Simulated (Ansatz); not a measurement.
Runs of Ansatz 0.2.0 on MnO. It takes space group Fm-3m (No. 225, cubic). Conventional cell: a = 4.448 Å, b = 4.448 Å, c = 4.448 Å, α = 90.00°, β = 90.00°, γ = 90.00°. Mn (site symmetry m-3m) is surrounded by 6 O at 2.22 Å. O (site symmetry m-3m) has 6 Mn at 2.22 Å as nearest neighbours. The cell is a database's computed one.

```tsv
task	level	cell	k mesh	cutoff (eV)	smearing	gap on the mesh (eV)	pressure (GPa)	moment (μB)
single point	PBE	as given	10 × 10 × 10	324	gaussian 0.017 eV	none	0.2	4.80
phonons	LDA	as given	7 × 7 × 7	346	fermi-dirac 0.05 eV	none	-	4.59
single point	PBE	as given	10 × 10 × 10	324	gaussian 0.011 eV	none	0.2	4.80
band structure	PBEsol	as given	10 × 10 × 10	324	fermi-dirac 0.05 eV	-	-7.1	(a)
relaxation of cell and atoms	PBEsol	relaxed	10 × 10 × 10	-	fermi-dirac 0.05 eV	-	0.0	4.45
band structure	PBE	as given	10 × 10 × 10	324	fermi-dirac 0.05 eV	-	0.1	(b)
```

Alike in all rows: potentials or basis all-electron LAPW, scalar-relativistic; spin collinear, ferromagnetic start; basis error allowed 0.001 eV/atom.

Question: Fill in the values left out.

Answer: (a) 4.77; (b) 4.79.

Caveats: a cell with one magnetic atom can't hold antiferromagnetic order, which such compounds often take; semilocal functionals often make such compounds metallic where correlation or magnetic order opens a gap, which also shifts bond lengths (some runs); the k mesh is thin for a metal, which can move the energy by tens of meV per atom (some runs); a metal's response needs a denser mesh (some runs).

A gap of «none» marks a metal or a gap under the smearing width.
